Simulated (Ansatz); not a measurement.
Write the native input for Ansatz 0.2.0 that does the following.

* Task: band structure
* Functional: PBE
* Potentials or basis: Ansatz PAW
* Cutoff: 420 eV (not typed: the program's choice for these potentials)
* k mesh: 8 × 8 × 5
* Occupations: fermi-dirac, width 0.05 eV
* Spin: no spin polarisation
* Hubbard terms: Pt d U = 6 eV
* Path: [["G", "M", "K", "G", "A", "L", "H", "A"], ["L", "M"], ["K", "H"]]
* Points for each segment of the path: 14
* Hubbard projectors: ortho-atomic (the default)
* Double counting: fll (the default)

The system is PtSe2 (Sudovikovite).

```
Pt Se
1.0
     3.72400    0.00000    0.00000
    -1.86200    3.22508    0.00000
     0.00000    0.00000    5.06200
Pt Se
1 2
Direct
  0.00000 0.00000 0.00000
  0.66667 0.33333 0.75000
  0.33333 0.66667 0.25000
```

One way to write it, as run:

input.yaml

```yaml
crystal:
  lattice:
    - [3.724, 0.0, 0.0]
    - [-1.862, 3.2250786037, 0.0]
    - [0.0, 0.0, 5.062]
  atoms:
    - { symbol: Pt, position: [0.0, 0.0, 0.0] }
    - { symbol: Se, position: [0.6666666667, 0.3333333333, 0.75] }
    - { symbol: Se, position: [0.3333333333, 0.6666666667, 0.25] }
hamiltonian:
  xc: pbe
  pseudopotentials: { kind: paw }
  hubbard: { sites: [{ species: Pt, l: d, u_eff: 6.0 }] }
kpoints:
  mp_grid: { grid: [8, 8, 5] }
  band_path:
    path:
      - [[0.0, 0.0, 0.0], [0.5, 0.0, 0.0], [0.3333333333, 0.3333333333, 0.0], [0.0, 0.0, 0.0], [0.0, 0.0, 0.5], [0.5, 0.0, 0.5], [0.3333333333, 0.3333333333, 0.5], [0.0, 0.0, 0.5]]
      - [[0.5, 0.0, 0.5], [0.5, 0.0, 0.0]]
      - [[0.3333333333, 0.3333333333, 0.0], [0.3333333333, 0.3333333333, 0.5]]
    npoints: 14
scf:
  occupations: { method: fermi_dirac, width: 0.05 }
  n_extra_bands: 7
output:
  forces: true
  stress: true
  eigenvalues: true
  fatbands: false
  write_density: true
  write_potential: true
  elf: true
  volumetric_format: npy
```

Potentials or basis: Ansatz PAW.

Command:

```console
$ ansatz run input.yaml --threads 2 --pin off --max-ram 5120MiB --backend cpu --events-out ev --progress --plain --runs-dir out
```

Results of the run:

| Property | Result |
| --- | --- |
| Pressure | 7.8 GPa |
| Largest force | 0.762 eV/Å |
| Band gap on the k mesh | none (metal or under the smearing width) |

Caveat: spin-orbit coupling is left out, which moves the levels of the heavy elements; U without spin polarisation on a metal has little footing.

Run time: 6.2 s on 2 threads of Arm Neoverse V1, with other jobs on the host, peak memory 0.49 GiB.
